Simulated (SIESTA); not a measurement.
TaN:

```xyz
2
Lattice="0.0000 2.2113 2.2113 2.2113 0.0000 2.2113 2.2113 2.2113 0.0000" Properties=species:S:1:pos:R:3 pbc="T T T"
Ta    2.2113    2.2113    2.2113
N     0.0000    0.0000    0.0000
```

The cell comes from a database or a generator and needn't be the stable form of this composition.

Base run:

```yaml
Program: SIESTA 5.4.2
Functional: vdW-DF-cx
Potentials_or_basis: PseudoDojo 0.4 standard (PBE files)
Basis: DZP (energy shift 0.003 Ry; two zetas on semicore shells)
Grid_cutoff: 800 Ry
Energy_shift: 0.003 Ry
k_mesh: 10 × 10 × 10
Occupations: fermi-dirac, width 0.05 eV
Spin: no spin polarisation
```

Its results: band gap on the k mesh none (metal or under the smearing width); pressure -1.8 GPa.

**Question.** After a change of settings the same cell gave: band gap on the k mesh none (metal or under the smearing width); pressure -5.9 GPa. Which change was it?
A. functional from vdW-DF-cx to AM05; potentials or basis from PseudoDojo 0.4 standard (PBE files) to PseudoDojo 0.4 standard (PBEsol files)
B. functional from vdW-DF-cx to BLYP
C. functional from vdW-DF-cx to LDA; potentials or basis from PseudoDojo 0.4 standard (PBE files) to PseudoDojo 0.4 standard (LDA files)

**Answer.** A.

Caveats: short orbitals over semicore shells can move pressures by several GPa; the potentials were made for another functional, which shifts forces and pressure; spin-orbit coupling is left out, which moves the levels of the heavy elements; the basis of atomic orbitals isn't converged, which shifts pressures, moduli and gaps.

Runs at the PBE level aren't shown here.
